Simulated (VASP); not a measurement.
# Li$_{2}$O in VASP 6.6.1, single-point calculation

INCAR

```
LREAL = .FALSE.
LCHARG = .FALSE.
EDIFF = 1E-7
NELM = 120
NBANDS = 13
GGA = PE
ISIF = 2
IBRION = -1
SIGMA = 0.02
ISMEAR = -1
PREC = Accurate
NSW = 0
LASPH = .TRUE.
LWAVE = .FALSE.
ENCUT = 520
```

KPOINTS

```
KPOINTS created by Atomic Simulation Environment
0
Gamma
10 10 10
0 0 0
```

POSCAR

```
Li O
 1.0000000000000000
     0.0000000000000000    2.2321820759000000    2.2863690217000001
     2.2321820759000000    0.0000000000000000    2.2863690217000001
     2.2321820759000000    2.2321820759000000    0.0000000000000000
 Li  O
   2   1
Cartesian
  1.1160910379499998  1.1160910379499998  1.1431845108499998
  3.3482731138499995  3.3482731138499995  3.4295535325499995
  0.0000000000000000  0.0000000000000000  0.0000000000000000
```

The recommended PBE PAW datasets give the neutral cell 12 valence electrons.

Command

```
mpirun -np 1 vasp_std
```

**Question.** Predict the outcome of this run.

**Answer.** It converged. Results: gap between bands v and c on the k mesh 5.07 eV; least direct gap on the k mesh 5.85 eV; pressure 7.9 GPa. Band v is the last that the valence electrons fill when counted band by band, and c is the next.

OSZICAR

```
N       E                     dE             d eps       ncg     rms          rms(c)
DAV:   1     0.454526875633E+02    0.45453E+02   -0.58937E+03  2660   0.101E+03
DAV:   2    -0.106078012299E+02   -0.56060E+02   -0.53592E+02  3254   0.225E+02
DAV:   3    -0.160391258323E+02   -0.54313E+01   -0.53818E+01  4806   0.508E+01
DAV:   4    -0.160897546701E+02   -0.50629E-01   -0.50625E-01  3002   0.672E+00
DAV:   5    -0.160901266556E+02   -0.37199E-03   -0.37198E-03  3812   0.417E-01    0.756E+00
DAV:   6    -0.143099365773E+02    0.17802E+01   -0.80596E+00  2817   0.153E+01    0.270E+00
DAV:   7    -0.142915124610E+02    0.18424E-01   -0.15595E-01  3346   0.285E+00    0.151E+00
DAV:   8    -0.142934032416E+02   -0.18908E-02   -0.61878E-02  3136   0.240E+00    0.418E-01
DAV:   9    -0.142916198808E+02    0.17834E-02   -0.55169E-03  3288   0.599E-01    0.126E-01
DAV:  10    -0.142919515019E+02   -0.33162E-03   -0.74326E-04  3077   0.210E-01    0.441E-02
DAV:  11    -0.142919384822E+02    0.13020E-04   -0.34952E-05  3465   0.613E-02    0.127E-02
DAV:  12    -0.142919397901E+02   -0.13078E-05   -0.52460E-06  3279   0.231E-02    0.716E-03
DAV:  13    -0.142919394841E+02    0.30599E-06   -0.22449E-06  3382   0.138E-02    0.157E-03
DAV:  14    -0.142919394244E+02    0.59708E-07   -0.49323E-08  2340   0.247E-03
   1 F= -.14291939E+02 E0= -.14291939E+02  d E =-.128543E-12
```

For comparison, a separate PBE run of the intended cell, on usual settings and not on those above, gives a gap of 5.07 eV on its mesh and a pressure of 7.9 GPa.
